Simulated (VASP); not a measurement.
## Si in VASP 6.6.1, single-point calculation

INCAR

```
PREC = Accurate
ENCUT = 520
IBRION = -1
NBANDS = 16
SIGMA = 0.2
LREAL = .FALSE.
LASPH = .TRUE.
GGA = AM
LCHARG = .FALSE.
ISIF = 2
LWAVE = .FALSE.
EDIFF = 1E-7
NELM = 51
NSW = 0
ISMEAR = -4
```

KPOINTS

```
KPOINTS created by Atomic Simulation Environment
0
Gamma
12 12 4
0 0 0
```

POSCAR

```
Si
 1.0000000000000000
     3.8321295590073570    0.0000000000000000    0.0000000000000000
    -1.9160647795036785    3.3187215486936292    0.0000000000000000
     0.0000000000000000    0.0000000000000000    6.5314533663000001
 Si
   4
Cartesian
 -0.0000000000000000  2.2124810324624193  0.0130495894801826
  1.9160647795036783  1.1062405162312097  3.2787762726301830
 -0.0000000000000000  2.2124810324624193  2.4362454228823172
  1.9160647795036783  1.1062405162312097  5.7019721060323176
```

The recommended PBE PAW datasets give the neutral cell 16 valence electrons.

Command

```
mpirun -np 1 vasp_std
```

OSZICAR

```
N       E                     dE             d eps       ncg     rms          rms(c)
DAV:   1     0.253531743420E+02    0.25353E+02   -0.60075E+03  1824   0.820E+02
DAV:   2    -0.207984991108E+02   -0.46152E+02   -0.42074E+02  2480   0.122E+02
DAV:   3    -0.226865081412E+02   -0.18880E+01   -0.18705E+01  2512   0.226E+01
DAV:   4    -0.227089280441E+02   -0.22420E-01   -0.22415E-01  2248   0.312E+00
DAV:   5    -0.227093063907E+02   -0.37835E-03   -0.37832E-03  2536   0.390E-01    0.705E+00
DAV:   6    -0.224293449185E+02    0.27996E+00   -0.99306E-02  2200   0.156E+00    0.419E+00
DAV:   7    -0.223059529248E+02    0.12339E+00   -0.19602E-01  2192   0.223E+00    0.235E-01
DAV:   8    -0.223091632386E+02   -0.32103E-02   -0.16462E-02  2160   0.688E-01    0.144E-01
DAV:   9    -0.223098613030E+02   -0.69806E-03   -0.79406E-04  2360   0.160E-01    0.910E-02
DAV:  10    -0.223101775692E+02   -0.31627E-03   -0.35735E-04  2120   0.967E-02    0.243E-02
DAV:  11    -0.223101932536E+02   -0.15684E-04   -0.14971E-05  2472   0.220E-02    0.159E-02
DAV:  12    -0.223102000642E+02   -0.68106E-05   -0.12097E-05  2008   0.188E-02    0.522E-03
DAV:  13    -0.223102001341E+02   -0.69965E-07   -0.27204E-07  2520   0.293E-03
   1 F= -.22310200E+02 E0= -.22310200E+02  d E =0.000000E+00
```

Standard output (part)

```
POSCAR found type information on POSCAR Si
 POSCAR found :  1 types and       4 ions
 LDA part: xc-table for (Slater+PW92), standard interpolation
 POSCAR, INCAR and KPOINTS ok, starting setup
 WAVECAR not read
 entering main loop
```

From OUTCAR

```
k-points           NKPTS =     57   k-points in BZ     NKDIM =     57   number of bands    NBANDS=     16

   NELECT =      16.0000    total number of electrons

   dimension x,y,z NGX =    30 NGY =   30 NGZ =   50
   dimension x,y,z NGXF=    60 NGYF=   60 NGZF=  100

  energy-cutoff  :      520.00
  volume of cell :       83.07
      direct lattice vectors                 reciprocal lattice vectors
     3.832129559  0.000000000  0.000000000     0.260951511  0.150660425  0.000000000
    -1.916064780  3.318721549  0.000000000     0.000000000  0.301320851  0.000000000
     0.000000000  0.000000000  6.531453366     0.000000000  0.000000000  0.153105281

 k-points in reciprocal lattice and weights: KPOINTS created by Atomic Simulation Env
   0.00000000  0.00000000  0.00000000       0.002
   0.08333333 -0.00000000  0.00000000       0.010
   0.16666667 -0.00000000  0.00000000       0.010
   0.25000000 -0.00000000  0.00000000       0.010
   0.33333333 -0.00000000  0.00000000       0.010
   0.41666667 -0.00000000  0.00000000       0.010
   0.50000000 -0.00000000  0.00000000       0.005
   0.08333333  0.08333333  0.00000000       0.010
   ...

 E-fermi :   5.8458

 k-point     1 :       0.0000    0.0000    0.0000
  band No.  band energies     occupation
      1      -6.2662      2.00000
      2      -4.2090      2.00000
      3      -1.4013      2.00000
      4       4.4062      2.00000
      5       4.4062      2.00000
      6       5.2181      2.00000
      7       5.7688      2.00000
      8       5.7688      2.00000
      9       6.9731      0.00000
     10       7.4528      0.00000
     11       7.8165      0.00000
     12       7.8165      0.00000
     13       9.0977      0.00000
     14       9.8105      0.00000
     15       9.8105      0.00000
     16      11.7240      0.00000

 k-point     2 :       0.0833   -0.0000    0.0000
  band No.  band energies     occupation
      1      -6.1852      2.00000
      2      -4.1263      2.00000
      3      -1.3557      2.00000
      4       3.7145      2.00000
      5       4.2326      2.00000
      6       5.1219      2.00000
      7       5.1266      2.00000
      8       5.6114      2.00000
      9       7.3561      0.00000
     10       7.5362      0.00000
     11       8.0024      0.00000
     12       8.0668      0.00000
     13       9.3865      0.00000
     14      10.0345      0.00000
     15      10.1248      0.00000
     16      11.1825      0.00000

 k-point     3 :       0.1667   -0.0000    0.0000
  band No.  band energies     occupation
      1      -5.9443      2.00000
      2      -3.8800      2.00000
      3      -1.2445      2.00000
      4       2.5195      2.00000
      5       3.8499      2.00000
      6       3.8737      2.00000
      7       4.8341      2.00000
      8       5.2559      2.00000
      9       7.1492      0.00000
     10       7.7678      0.00000
     11       8.5877      0.00000
     12       9.0768      0.00000
     13       9.1074      0.00000
     14      10.4070      0.00000
     15      10.9463      0.00000
     16      11.3310      0.00000

 ...

  Total       -0.6571451     -0.6571451     -3.3596147      0.0000000      0.0000000      0.0000000
  in kB      -12.6750889    -12.6750889    -64.8006295      0.0000000      0.0000000      0.0000000
  external PRESSURE =     -30.0502691 kB  Pullay stress =       0.0000000 kB

 POSITION                                       TOTAL-FORCE (eV/Angst)
 -----------------------------------------------------------------------------------
      0.00000      2.21248      0.01305         0.000000     -0.000000      0.013681
      1.91606      1.10624      3.27878        -0.000000     -0.000000      0.013681
      0.00000      2.21248      2.43625         0.000000     -0.000000     -0.013681
      1.91606      1.10624      5.70197        -0.000000      0.000000     -0.013681
 -----------------------------------------------------------------------------------
    total drift:                                0.000000      0.000000      0.000006

  FREE ENERGIE OF THE ION-ELECTRON SYSTEM (eV)
  ---------------------------------------------------
  free  energy   TOTEN  =       -22.3102001341 eV

  energy  without entropy=      -22.3102001341  energy(sigma->0) =      -22.31020013
```

It converged. Results: gap between bands v and c on the k mesh 0.50 eV; least direct gap on the k mesh 1.20 eV; pressure -3.0 GPa; largest force 0.01 eV/Å. Band v is the last that the valence electrons fill when counted band by band, and c is the next.

For comparison, a separate PBE run of the intended cell, on usual settings and not on those above, gives a gap of 0.58 eV on its mesh and a pressure of -1.5 GPa.

The run above took about 62 s on one core of a shared host (Intel Xeon Platinum 8488C) and held 0.21 GiB at most.
